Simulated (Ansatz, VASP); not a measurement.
## Al: VASP beside Ansatz

The input INCAR:

```
PREC = Accurate
ENCUT = 520
EDIFF = 1E-7
ISMEAR = -1
SIGMA = 0.05
LREAL = False
LASPH = True
NELM = 80
ALGO = Normal
ISIF = 2
LWAVE = False
LCHARG = True
GGA = PE
LELF = True
LVHAR = True
NBANDS = 8
```

KPOINTS

```
Automatic mesh
0
Gamma
  10 10 10
```

Contents of POSCAR:

```
Al
1.0
    2.7217600000      0.0000000000      0.0000000000
    0.0000000000      2.7217600000      0.0000000000
    0.0000000000      0.0000000000      2.7217600000
Al
1
Direct
    0.0000000000      0.0000000000      0.0000000000
```

The input input.yaml:

```yaml
crystal:
  lattice:
    - [2.72176, 0.0, 0.0]
    - [0.0, 2.72176, 0.0]
    - [0.0, 0.0, 2.72176]
  atoms:
    - { symbol: Al, position: [0.0, 0.0, 0.0] }
hamiltonian:
  xc: pbe
  pseudopotentials: { kind: paw }
kpoints:
  mp_grid: { grid: [10, 10, 10] }
scf:
  occupations: { method: fermi_dirac, width: 0.05 }
output:
  forces: true
  stress: true
  eigenvalues: true
```

The cell was built by a generator and needn't be a form met in nature.

Alike in both runs: task single point; functional PBE; k mesh 10 × 10 × 10; occupations fermi-dirac, width 0.05 eV; no spin polarisation.

|  | VASP | Ansatz |
| --- | --- | --- |
| version | VASP 6.6.1 | Ansatz 0.2.0 |
| potentials or method | VASP PAW PBE potentials, release 64 (Al) | Ansatz PAW |
| plane-wave cutoff (eV) | 520 | 420 |
| valence electrons in the cell | 3 | 3 |

|  | VASP | Ansatz | Ansatz less VASP |
| --- | --- | --- | --- |
| gap on the k mesh at the Fermi level (eV) | none | none | - |
| pressure (GPa) | 0.3 | 0.4 | +0.02 |

A gap of «none» marks a metal or a gap that the smearing closes.
